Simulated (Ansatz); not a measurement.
# Hf in Ansatz: notebook

The runs below take Hf through electrostatic potential, with PBE.

All numbers are computed with Ansatz 0.2.0; they aren't measurements. Logs are shortened: lines on timing, memory, paths and dates and some standing lists are left out, and cuts for length are marked.

### 1 The cell of the first run

The cell holds a slab with vacuum, 8 atoms: a = 3.140 Å, b = 4.440 Å, c = 25.988 Å, α = 90.00°, β = 90.00°, γ = 90.00°.

The slab is cut from a database's or a generator's crystal, which needn't be the stable form of the element.

### 2 Electrostatic potential, PBE (the (1 1 0) slab of Hf, cut from the database cell, not relaxed)

Contents of input.yaml:

```yaml
crystal:
  lattice:
    - [3.1395541085, 0.0, 0.0]
    - [0.0, 4.44, 0.0]
    - [0.0, 0.0, 25.9884393796]
  atoms:
    - { symbol: Hf, position: [0.5, 0.5, 0.2885898568] }
    - { symbol: Hf, position: [0.0, 0.0, 0.3489927549] }
    - { symbol: Hf, position: [0.5, 0.5, 0.4093956529] }
    - { symbol: Hf, position: [0.0, 0.0, 0.469798551] }
    - { symbol: Hf, position: [0.5, 0.5, 0.530201449] }
    - { symbol: Hf, position: [0.0, 0.0, 0.5906043471] }
    - { symbol: Hf, position: [0.5, 0.5, 0.6510072451] }
    - { symbol: Hf, position: [0.0, 0.0, 0.7114101432] }
hamiltonian:
  xc: pbe
  pseudopotentials: { kind: paw }
kpoints:
  mp_grid: { grid: [9, 6, 1] }
scf:
  occupations: { method: fermi_dirac, width: 0.05 }
output:
  forces: true
  eigenvalues: true
  write_density: true
  write_potential: true
  elf: true
  volumetric_format: npy
efield:
  axis: 3
  dipole_correction: true
  ramp_width: 0.04
```

Potentials or basis: Ansatz PAW.

On the command line:

```
> ansatz run input.yaml --threads 4 --pin off --max-ram 11264MiB --backend cpu --events-out ev --progress --plain --runs-dir out
```

The log of the run:

```text
Warning: RAYON_NUM_THREADS=4 ignored (pool sized by the plan → 4); use --threads N
Engine: ansatz 0.2.0, aarch64-unknown-linux-gnu
Pseudopotentials: kind: paw
Pseudopotential: Hf, paw, valence charge 26, recommended cutoff 420 eV (normal), Hf.paw.azcp
Functional definition: PBE
  parameter kappa = 0.804
  parameter beta = 0.06672455060314922
  exchange = pbe_x(kappa = kappa, mu = beta*pi^2/3)
  correlation = pbe_c(beta = beta)
Crystal: 8 atoms, lattice volume = 362.269 Å³
Basis set: ecut = 420 eV, 7075 PW (Γ), exchange–correlation on 48×60×360 points (8 copies of the dense FFT grid, shifted against one another)
Bands: 125, of which v1, the nominal top of the filled ones, is band 104 counted from 1 (103 counted from 0)
Symmetry: 4 space group operations
k-points: 20 of 54
Non-local potential: Hf, projectors of the file, l = 0: 3, l = 1: 2, l = 2: 2, l = 3: 3
PAW form: soft (Blöchl's): semilocal exchange-correlation on the pseudo side does not see the compensation charge
PAW one-centre angular grid: Hf, 590 points (default); XC on 64 Gauss nodes
Initial density: superposition of atomic densities (neutral atoms: chi_scale 0, normalization atom), corrected by the library's trained network
Initial wavefunctions: pseudopotential atomic-orbital guess
Functional: x = pbe(κ = 0.804, μ = 0.2195149727645171), c = pbe(β = 0.06672455060314922)
SCF iter   1: F=—  HF=-125767.369688 eV  |F-HF|=—  |Δ(HF+E_count)|=         —  Δρ=6.00e-3  dr2=4.53e0  ethr=1.77e-3  p=0.000 e·Å  D=2.65e-13 V/Å  ΔV_dip=-0.00 eV  dr2_dipole=6.10e-7  V_vac-E_F(+/−)=3.93/3.93 eV  ⟨swp⟩=5.2  Hψ=7595  notcnv=0  defer=52
efield: sawtooth ramp at fractional position 0.9800 (placed from the atoms, in the widest stretch of the axis that holds none; the zero of the levels goes with the place), width 0.0400; the density the first Hamiltonian is built on has a dipole p = 0.000 e·Å; the dipole correction subtracts the counter field D = 2.65e-13 V/Å, which shifts the + side's vacuum level by -0.00 eV against the − side's; the planar-averaged density in the ramp window peaks in size at 9.6e-5 e/Å³
preconditioner: auto → LDOS  [metal: Δε(μ)=0.024 eV  Ē_g=16.875 eV  σ=0.050 eV  W_gap=0.12  n_scr=92 (ndim 8)  ℏωp=27.0 eV  f_vac=0.466  D(μ)=10.78/eV (n_scr^D=66)  β→1.0]
SCF iter   2: F=—  HF=-125767.251591 eV  |F-HF|=—  |Δ(HF+E_count)|=   1.18e-1  Δρ=2.97e-3  dr2=3.22e-1  ethr=1.77e-3  p=0.000 e·Å  D=2.34e-6 V/Å  ΔV_dip=-0.00 eV  dr2_dipole=1.58e-5  V_vac-E_F(+/−)=3.25/3.25 eV  ⟨swp⟩=2.0  Hψ=3102  notcnv=0  defer=152
SCF iter   3: F=—  HF=-125767.243560 eV  |F-HF|=—  |Δ(HF+E_count)|=   8.03e-3  Δρ=1.47e-3  dr2=5.12e-2  ethr=1.55e-4  p=-0.000 e·Å  D=-3.75e-6 V/Å  ΔV_dip=0.00 eV  dr2_dipole=3.96e-6  V_vac-E_F(+/−)=3.38/3.38 eV  ⟨swp⟩=2.1  Hψ=4540  notcnv=0  defer=152
[... 17 lines left out ...]
Work function:   Φ+ = 3.2759 eV   Φ− = 3.2760 eV
Levels:          The Fermi level and band energies are counted from a zero that moves with the ramp; work functions are not
--- Per-component energies (eV) ---
  E_band       = -2132.573351
  E_kinetic    = 3391.377979
  E_local      = -368192.316200  (includes V_loc(G=0)·N_el)
  E_nonlocal   = -9955.255327
  E_hartree    = 181686.230139
  E_xc         = -2397.664277
  E_vxc        = -2125.079418  (∫ρ·V_xc dr)
  E_paw        = -55421.753476  (= ΣΔE_a)
  E_vpaw       = 11376.245445  (= ΣTr[D̂ρ^β])
  E_aug_tail   = -0.000010  (compensation charges beyond the density's cutoff)
  E_efield     = 0.000000  (sawtooth field / dipole correction)
  E_vefield    = 0.000000  (∫n·V_field dr)
  E_ewald      = 125122.229768
  E_smearing   = -0.088751  (= −TS)
  E_closure    = -0.000000  (closes the sum)
  Σ components = -125767.240153   (vs F -125767.240153, Δ=0.00e0)
--- Forces (eV/Å), atoms counted from 1 ---
  atom   1  Hf     0.00000000     0.00000000     0.64800365
  atom   2  Hf    -0.00000000     0.00000000    -0.47846104
  atom   3  Hf    -0.00000000     0.00000000    -0.35960544
  atom   4  Hf    -0.00000000     0.00000000    -0.03827354
  atom   5  Hf     0.00000000     0.00000000     0.03827862
  atom   6  Hf     0.00000000     0.00000000     0.35960551
  atom   7  Hf     0.00000000     0.00000000     0.47845651
  atom   8  Hf    -0.00000000     0.00000000    -0.64800635
  max |Σ_I F_I| component: 2.08e-6 eV/Å
--- Band table (eV; the first three rows and the last of 20) ---
  k-point 0: bands = ["-54.1725", "-54.1724", "-53.5100", "-53.5040", "-53.4658", "-53.4564", "-53.4255", "-53.3949", "-22.9489", "-22.9476", "-22.8743", "-22.8737", "-22.5098", "-22.5023", "-22.5023", "-22.3890", "-22.3632", "-22.3075", "-22.2558", "-22.1913", "-22.1385", "-22.0657", "-22.0476", "-22.0206", "-21.9979", "-21.9082", "-21.8962", "-21.8457", "-21.8434", "-21.8035", "-21.7777", "-21.7607", "-4.1945", "-4.1945", "-4.1890", "-4.1890", "-4.1595", "-4.1595", "-4.1522", "-4.1522", "-4.1435", "-4.1435", "-4.1226", "-4.1226", "-4.0850", "-4.0850", "-3.4762", "-3.4760", "-3.4738", "-3.4704", "-3.4698", "-3.4697", "-3.4626", "-3.4618", "-3.4595", "-3.4594", "-3.4571", "-3.4549", "-3.4509", "-3.4484", "-3.4470", "-3.4451", "-3.4441", "-3.4356", "-3.4347", "-3.4341", "-3.4325", "-3.4289", "-3.4280", "-3.4268", "-3.4241", "-3.4221", "-3.4179", "-3.4100", "-3.4052", "-3.4050", "-3.4028", "-3.3932", "-3.3907", "-3.3895", "-3.3862", "-3.3855", "-3.3773", "-3.3719", "-3.3669", "-3.3623", "-3.3576", "-3.3484", "1.1866", "1.9827", "3.1034", "4.3585", "5.0808", "5.5241", "5.7671", "6.1286", "6.2600", "6.5597", "6.8248", "7.5193", "7.9206", "8.0224", "8.3245", "8.3501", "8.4846", "8.6325", "8.6361", "8.9594", "9.3182", "9.4566", "9.7105", "9.7614", "9.8701", "9.9267", "10.0947", "10.7114", "10.8017", "10.9544", "11.1145", "11.2252", "11.5046", "11.5354", "11.5887", "11.6678", "11.7187"]
  k-point 1: bands = ["-54.1723", "-54.1722", "-53.5057", "-53.5008", "-53.4661", "-53.4588", "-53.4265", "-53.3991", "-22.9631", "-22.9615", "-22.8668", "-22.8666", "-22.4998", "-22.4997", "-22.4935", "-22.4839", "-22.3994", "-22.2920", "-22.2335", "-22.1223", "-22.0994", "-22.0973", "-22.0297", "-21.9861", "-21.9689", "-21.9390", "-21.9048", "-21.8498", "-21.8251", "-21.8173", "-21.8083", "-21.7795", "-4.1942", "-4.1942", "-4.1894", "-4.1894", "-4.1594", "-4.1594", "-4.1521", "-4.1521", "-4.1434", "-4.1434", "-4.1228", "-4.1228", "-4.0850", "-4.0850", "-3.4779", "-3.4779", "-3.4707", "-3.4699", "-3.4698", "-3.4676", "-3.4664", "-3.4640", "-3.4603", "-3.4602", "-3.4533", "-3.4519", "-3.4491", "-3.4491", "-3.4462", "-3.4460", "-3.4422", "-3.4409", "-3.4400", "-3.4349", "-3.4311", "-3.4293", "-3.4283", "-3.4256", "-3.4201", "-3.4187", "-3.4151", "-3.4103", "-3.4102", "-3.4059", "-3.4047", "-3.3905", "-3.3881", "-3.3870", "-3.3853", "-3.3850", "-3.3785", "-3.3743", "-3.3690", "-3.3660", "-3.3556", "-3.3483", "1.5047", "2.2585", "3.2892", "4.3832", "5.0942", "5.3544", "5.6779", "5.9344", "6.2905", "6.6752", "7.0206", "7.5974", "7.9433", "8.0366", "8.2643", "8.3976", "8.7251", "8.7710", "8.8023", "9.0432", "9.3986", "9.4742", "9.5041", "9.6480", "9.8450", "9.9227", "9.9883", "10.0958", "10.3146", "10.7431", "10.8921", "11.0613", "11.0753", "11.4219", "11.4952", "11.8109", "12.0093"]
  k-point 2: bands = ["-54.1719", "-54.1718", "-53.4949", "-53.4924", "-53.4688", "-53.4655", "-53.4265", "-53.4094", "-22.9837", "-22.9820", "-22.8650", "-22.8645", "-22.5387", "-22.4971", "-22.4946", "-22.4946", "-22.4289", "-22.3227", "-22.2117", "-22.1199", "-22.0268", "-22.0134", "-21.9807", "-21.9738", "-21.9533", "-21.9372", "-21.8944", "-21.8688", "-21.8536", "-21.8472", "-21.8388", "-21.8280", "-4.1937", "-4.1937", "-4.1903", "-4.1902", "-4.1592", "-4.1592", "-4.1519", "-4.1519", "-4.1431", "-4.1431", "-4.1234", "-4.1233", "-4.0849", "-4.0849", "-3.4814", "-3.4806", "-3.4730", "-3.4717", "-3.4689", "-3.4673", "-3.4631", "-3.4617", "-3.4596", "-3.4589", "-3.4493", "-3.4493", "-3.4492", "-3.4487", "-3.4461", "-3.4460", "-3.4452", "-3.4432", "-3.4385", "-3.4366", "-3.4325", "-3.4297", "-3.4296", "-3.4293", "-3.4159", "-3.4142", "-3.4139", "-3.4111", "-3.4102", "-3.4068", "-3.4037", "-3.3895", "-3.3875", "-3.3870", "-3.3840", "-3.3815", "-3.3784", "-3.3778", "-3.3749", "-3.3720", "-3.3519", "-3.3481", "2.3981", "3.0322", "3.7969", "4.4590", "4.7518", "4.9692", "5.1757", "5.2698", "6.7386", "7.0518", "7.4804", "7.7707", "7.9743", "8.1986", "8.2657", "8.2718", "8.7113", "8.8121", "9.0268", "9.1877", "9.2900", "9.4831", "9.6316", "9.6448", "9.7006", "9.7242", "9.9488", "9.9957", "10.1236", "10.1386", "10.2987", "10.3288", "10.8047", "11.0772", "11.2378", "11.7865", "11.8200"]
  k-point 19: bands = ["-54.1500", "-54.1500", "-53.4638", "-53.4638", "-53.4502", "-53.4501", "-53.3982", "-53.3982", "-22.9659", "-22.9659", "-22.8957", "-22.8957", "-22.8411", "-22.8411", "-22.5653", "-22.5653", "-22.4603", "-22.4603", "-22.3201", "-22.3201", "-22.2702", "-22.2702", "-22.1345", "-22.1345", "-22.0432", "-22.0432", "-21.9846", "-21.9846", "-21.9399", "-21.9399", "-21.8864", "-21.8864", "-4.1916", "-4.1916", "-4.1896", "-4.1896", "-4.1728", "-4.1728", "-4.1527", "-4.1527", "-4.1258", "-4.1258", "-4.1230", "-4.1230", "-4.0925", "-4.0925", "-3.4784", "-3.4784", "-3.4749", "-3.4749", "-3.4713", "-3.4712", "-3.4688", "-3.4688", "-3.4646", "-3.4646", "-3.4544", "-3.4544", "-3.4425", "-3.4425", "-3.4383", "-3.4383", "-3.4375", "-3.4375", "-3.4345", "-3.4345", "-3.4313", "-3.4313", "-3.4230", "-3.4230", "-3.4184", "-3.4184", "-3.4163", "-3.4163", "-3.4085", "-3.4085", "-3.4019", "-3.4019", "-3.3949", "-3.3948", "-3.3816", "-3.3816", "-3.3690", "-3.3690", "-3.3626", "-3.3626", "-3.3611", "-3.3611", "4.7758", "4.7758", "5.5811", "5.5811", "6.5220", "6.5220", "6.6538", "6.6538", "7.0817", "7.0817", "7.5246", "7.5246", "7.7925", "7.7925", "7.9096", "7.9096", "8.2554", "8.2554", "8.6964", "8.6964", "9.0140", "9.0140", "9.4309", "9.4309", "9.5995", "9.5995", "10.0770", "10.0770", "10.5576", "10.5576", "10.8971", "10.8971", "11.0051", "11.0051", "11.7261", "11.7261", "13.8980"]
```

Wall time 44 s (4 threads of Arm Neoverse V2, shared host); peak memory 1.4 GiB.

What came out:

| Property | Result |
| --- | --- |
| Free energy | -125767.2402 eV |
| Largest force | 0.648 eV/Å |
| Band gap on the k mesh | none (metal or under the smearing width) |
| Work function of the upper face | 3.28 eV |
| Work function of the lower face | 3.28 eV |
| Dipole across the slab | 0.000 e·Å |

Forces in eV/Å, atoms in the order of the input:
```
Hf   0.000  0.000  0.648
Hf   0.000  0.000 -0.478
Hf   0.000  0.000 -0.360
Hf   0.000  0.000 -0.038
Hf   0.000  0.000  0.038
Hf   0.000  0.000  0.360
Hf   0.000  0.000  0.478
Hf   0.000  0.000 -0.648
```

Levels at points of the mesh, in eV from the Fermi level:
```tsv
k point	band 102	band 103	band 104	band 105	band 106	band 107
(0.00, 0.00, 0.00)	-0.15	0.15	0.17	0.31	0.46	0.46
(0.00, -0.50, 0.00)	-0.25	0.29	0.29	0.95	0.95	1.04
```

### 3 Electrostatic potential, PBE (the (1 1 0) slab of Hf, cut from the database cell, not relaxed)

input.yaml: that of step 2 with these lines changed.

```diff
@@ -28,5 +28 @@
   volumetric_format: npy
-efield:
-  axis: 3
-  dipole_correction: true
-  ramp_width: 0.04
```

Potentials or basis: Ansatz PAW.

On the command line:

```
> ansatz run input.yaml --threads 4 --pin off --max-ram 11264MiB --backend cpu --events-out ev --progress --plain --runs-dir out
```

It took 22 s on 4 threads of Arm Neoverse V2, shared host; peak memory 1.5 GiB.

Results (log left out):

* Free energy: -125767.2402 eV
* Largest force: 0.648 eV/Å
* Band gap on the k mesh: none (metal or under the smearing width)

Forces in eV/Å, atoms in the order of the input:
```
Hf   0.000  0.000  0.648
Hf   0.000  0.000 -0.478
Hf   0.000  0.000 -0.360
Hf   0.000  0.000 -0.038
Hf   0.000  0.000  0.038
Hf   0.000  0.000  0.360
Hf   0.000  0.000  0.478
Hf   0.000  0.000 -0.648
```

Levels at points of the mesh, in eV from the Fermi level:
| k point | band 102 | band 103 | band 104 | band 105 | band 106 | band 107 |
| --- | --- | --- | --- | --- | --- | --- |
| (0.00, 0.00, 0.00) | -0.15 | 0.15 | 0.17 | 0.31 | 0.46 | 0.46 |
| (0.00, -0.50, 0.00) | -0.25 | 0.29 | 0.29 | 0.95 | 0.95 | 1.04 |

### 4 Electrostatic potential, PBE (the (1 1 0) slab of Hf, cut from the database cell, not relaxed)

input.yaml: that of step 3 with these lines changed.

```diff
@@ -14,2 +14,3 @@
     - { symbol: Hf, position: [0.0, 0.0, 0.7114101432] }
+  periodic: [true, true, false]
 hamiltonian:
```

On the command line:

```
> ansatz run input.yaml --threads 4 --pin off --max-ram 11264MiB --backend cpu --events-out ev --progress --plain --runs-dir out
```

Wall time 49 s (4 threads of Arm Neoverse V2, shared host); peak memory 2.3 GiB.

It converged, with:

| Quantity | Value |
| --- | --- |
| Free energy | -125767.2402 eV |
| Largest force | 0.648 eV/Å |
| Band gap on the k mesh | none (metal or under the smearing width) |

Forces in eV/Å, atoms in the order of the input:
```
Hf   0.000  0.000  0.648
Hf   0.000  0.000 -0.478
Hf   0.000  0.000 -0.360
Hf   0.000  0.000 -0.038
Hf   0.000  0.000  0.038
Hf   0.000  0.000  0.360
Hf   0.000  0.000  0.478
Hf   0.000  0.000 -0.648
```

Levels at points of the mesh, in eV from the Fermi level:
| k point | band 101 | band 102 | band 103 | band 104 | band 105 | band 106 | band 107 | band 108 |
| --- | --- | --- | --- | --- | --- | --- | --- | --- |
| (0.00, 0.00, 0.00) | -0.26 | -0.15 | 0.15 | 0.17 | 0.31 | 0.45 | 0.46 | 0.78 |
| (0.00, -0.50, 0.00) | -0.25 | -0.25 | 0.29 | 0.29 | 0.95 | 0.95 | 1.04 | 1.04 |

The run has no spin-orbit coupling, so splittings on Hf are missing.

### 5 Summary

| boundary along the surface normal | gap on the mesh (eV) | largest force (eV/Å) |
| --- | --- | --- |
| dipole_correction | none | 0.65 |
| images | none | 0.65 |
| isolated | none | 0.65 |

Alike in all rows: task electrostatic potential; level PBE; potentials or basis Ansatz PAW; no spin polarisation; cell the (1 1 0) slab of Hf, cut from the database cell, not relaxed; k mesh 9 × 6 × 1; cutoff (eV) 420; smearing fermi-dirac 0.05 eV.

Absolute energies hang on the potentials; compare differences alone.
